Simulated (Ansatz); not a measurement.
**V: a tetragonal deformation path**

An exercise on one series of results from a longer session: the logs are not shown, and one member is left open.

Method: DFT PBE, scalar-relativistic, plane waves, PAW, in Ansatz 0.2.0.

## The system as given

Symmetry: Fm-3m, No. 225, cubic system. Conventional cell: a = 3.790 Å, b = 3.790 Å, c = 3.790 Å, α = 90.00°, β = 90.00°, γ = 90.00°. Around V (site symmetry m-3m) lie 12 V at 2.68 Å.

As a file:

```
CELL_PARAMETERS angstrom
0.00000 1.89500 1.89500
1.89500 0.00000 1.89500
1.89500 1.89500 0.00000
ATOMIC_POSITIONS crystal
V 0.00000 0.00000 0.00000
```

Source of the structure: the Crystallography Open Database.

Set-up of the first run:

The input, input.yaml:

```yaml
crystal:
  lattice:
    - [0.0, 1.895, 1.895]
    - [1.895, 0.0, 1.895]
    - [1.895, 1.895, 0.0]
  atoms:
    - { symbol: V, position: [0.0, 0.0, 0.0], spin: 2.0 }
basis:
  ecutwfc: 420
kpoints:
  mp_grid: { grid: [8, 8, 8] }
hamiltonian:
  xc: pbe
scf:
  occupations: { method: gaussian, width: 0.1 }
  lower_state_search: "off"
output:
  forces: true
  stress: true
  eigenvalues: true
  populations: true
magnetization:
  spin_polarized: true
```

Among the steps run: Probe: one point at the start; The undisturbed cell; At ρ = 0.707; ρ = 1.414; At ρ = 0.850; At ρ = 1.200; At ρ = 0.780; Point ρ = 1.300; ρ = 0.920; ρ = 1.100; ρ = 0.650; Point ρ = 1.500; Point ρ = 0.960.

One table of the session follows, with a row left open; its other results are not shown here.

| ρ | ΔE (meV/atom) | pressure (GPa) |
| --- | --- | --- |
| 0.650 | -224.6 | -1.4 |
| 0.707 | -246.3 | -2.0 |
| 0.780 | -212.9 | -1.2 |
| 0.850 | -136.4 | 0.6 |
| 0.920 | -49.0 | 2.6 |
| 0.960 | -12.9 | 3.5 |
| 1.000 | 0.0 | 3.9 |
| 1.100 | ? | ? |
| 1.200 | -129.9 | 0.6 |
| 1.300 | -151.7 | -0.1 |
| 1.414 | -98.1 | 0.7 |
| 1.500 | -8.0 | 2.6 |

**Question.** Estimate the row for ρ = 1.100.

Worked estimate for «ΔE (meV/atom)». A straight line through the neighbours (1.000, 0.0) and (1.200, -129.9) gives 0.0 + (-129.9 − 0.0) × (1.100 − 1.000) / (1.200 − 1.000) = -65.0; a parabola fitted to 4 rows on both sides gives -74.2.

As computed: ΔE (meV/atom): -54.7; pressure (GPa): 2.5. In «ΔE (meV/atom)» the line misses by -10.3 and the parabola by -19.5.

Limits of these values: Warnings in the runs' records: seeded moment not kept.
